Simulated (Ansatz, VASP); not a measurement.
## One calculation of BN, two programs

The input INCAR:

```
SYSTEM = BN
PREC = Accurate
ENCUT = 520
EDIFF = 1E-6
ISMEAR = 0
SIGMA = 0.05
LREAL = .False.
LASPH = .True.
NELM = 100
ALGO = Normal
ISIF = 2
LWAVE = .False.
LCHARG = .True.
GGA = PE
LELF = .True.
LVHAR = .True.
NBANDS = 11
```

File KPOINTS:

```
regular mesh
0
Gamma
  12 12 12
  0 0 0
```

POSCAR

```
BN
1.0
    0.0000000000      1.7806768895      1.8123937807
    1.8123937807      0.0000000000      1.8123937807
    1.8123937807      1.7806768895      0.0000000000
B N
1 1
Direct
    0.0000000000      0.0000000000      0.0000000000
    0.7500000000      0.7500000000      0.7500000000
```

Input for Ansatz:

```yaml
crystal:
  lattice:
    - [0.0, 1.7806768895, 1.8123937807]
    - [1.8123937807, 0.0, 1.8123937807]
    - [1.8123937807, 1.7806768895, 0.0]
  atoms:
    - { symbol: B, position: [0.0, 0.0, 0.0] }
    - { symbol: "N", position: [0.75, 0.75, 0.75] }
basis:
  ecutwfc: 520.0
kpoints:
  mp_grid: { grid: [12, 12, 12] }
hamiltonian:
  xc: pbe
scf:
  occupations: { method: gaussian, width: 0.05 }
output:
  forces: true
  stress: true
  eigenvalues: true
  write_density: true
  write_potential: true
  elf: true
  volumetric_format: npy
```

Change from the starting cell: engineering shear strain xz +0.0000, normal strain along z -0.0175.

Alike in both runs: task single point; functional PBE; k mesh 12 × 12 × 12; occupations gaussian, width 0.05 eV; no spin polarisation.

|  | VASP | Ansatz |
| --- | --- | --- |
| version | VASP 6.6.1 | Ansatz 0.2.0 |
| potentials or method | VASP PAW PBE potentials, release 64 (B, N) | scalar-relativistic, plane waves, PAW |
| plane-wave cutoff (eV) | 520 | 520 |
| valence electrons in the cell | 8 | 8 |

```csv
,VASP,Ansatz,Ansatz less VASP
gap on the k mesh at the Fermi level (eV),4.15,4.16,+0.012
least direct gap on the mesh (eV),8.67,8.68,+0.011
pressure (GPa),7.0,6.8,-0.26
largest component of the traceless stress (GPa),7.12,7.12,-0.004
```

With one functional, cell and mesh, what is left measures potentials, basis and numerics.

A k mesh can miss the band edges.
